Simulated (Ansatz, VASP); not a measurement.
MgB2 in VASP and in Ansatz

```
Mg B
1.0
     2.98870    0.00000    0.00000
    -1.49435    2.58829    0.00000
     0.00000    0.00000    3.34438
Mg B
1 2
Direct
  0.00000 0.00000 0.00000
  0.33333 0.66667 0.50000
  0.66667 0.33333 0.50000
```

Alike in both runs: functional PBEsol; k mesh 18 × 18 × 12; occupations gaussian, width 0.1 eV; no spin polarisation.

Ansatz relaxed the structure, and its values are those at the end. VASP's run is a single point on that final structure, the one shown.

```csv
,VASP,Ansatz
version,VASP 6.6.1,Ansatz 0.2.0
potentials or method,"VASP PAW PBE potentials, release 64 (Mg, B)","scalar-relativistic, plane waves, PAW"
plane-wave cutoff (eV),520,420
valence electrons in the cell,8,16
```

|  | VASP | Ansatz | Ansatz less VASP |
| --- | --- | --- | --- |
| gap on the k mesh at the Fermi level (eV) | none | none | - |
| pressure (GPa) | 16.6 | 16.5 | -0.15 |

A gap of «none» marks a metal or a gap that the smearing closes. The two sets of potentials don't hold the same shells in valence.

Caveats: so large a pressure means that the cell lies far from this level's equilibrium, or that cutoff or potentials fall short (VASP); the potentials were made for another functional, which shifts forces and pressure (VASP).
